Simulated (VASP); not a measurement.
Input of a VASP 6.6.1 run:

File INCAR:

```
PREC = Accurate
ENCUT = 600
EDIFF = 1E-6
ISMEAR = -5
SIGMA = 0.05
LREAL = F
LASPH = F
NELM = 80
ALGO = Normal
ISIF = 2
LWAVE = F
LCHARG = T
LNONCOLLINEAR = T
MAGMOM = 0 0 0 0 0 0 0 0 0 0 0 0 0 0 0 0 0 0
LORBIT = 11
LSORBIT = T
GGA_COMPAT = F
LMAXMIX = 4
GGA = PE
IVDW = 3
LVHAR = T
NBANDS = 68
```

Contents of KPOINTS:

```
Automatic mesh
0
Monkhorst-Pack
  7 7 3
```

The input POSCAR:

```
WS2
1.0
    3.1800000000      0.0000000000      0.0000000000
   -1.5900000000      2.7539607840      0.0000000000
    0.0000000000      0.0000000000     12.5000000000
W S
2 4
Direct
    0.6666666667      0.3333333333      0.7500000000
    0.3333333333      0.6666666667      0.2500000000
    0.6666666667      0.3333333333      0.3750000000
    0.3333333333      0.6666666667      0.8750000000
    0.6666666667      0.3333333333      0.1250000000
    0.3333333333      0.6666666667      0.6250000000
```

Potentials or basis: VASP PAW PBE potentials, release 64 (W_sv, S).

The run is started by

```sh
$ cat potpaw_PBE.64/W_sv/POTCAR potpaw_PBE.64/S/POTCAR > POTCAR
$ mpirun -np 1 vasp_ncl > vasp.out
```

Problem. Estimate the pressure.

Solution. 1.3 GPa.

Problem. What does it give for the dispersion energy per atom?

Solution. -0.136 eV.

Problem. What does it give for the largest force?

Solution. 0.145 eV/Å.

Stress tensor (GPa, compression positive):
```
0.70 0.00 0.00
0.00 0.70 0.00
0.00 0.00 2.41
```
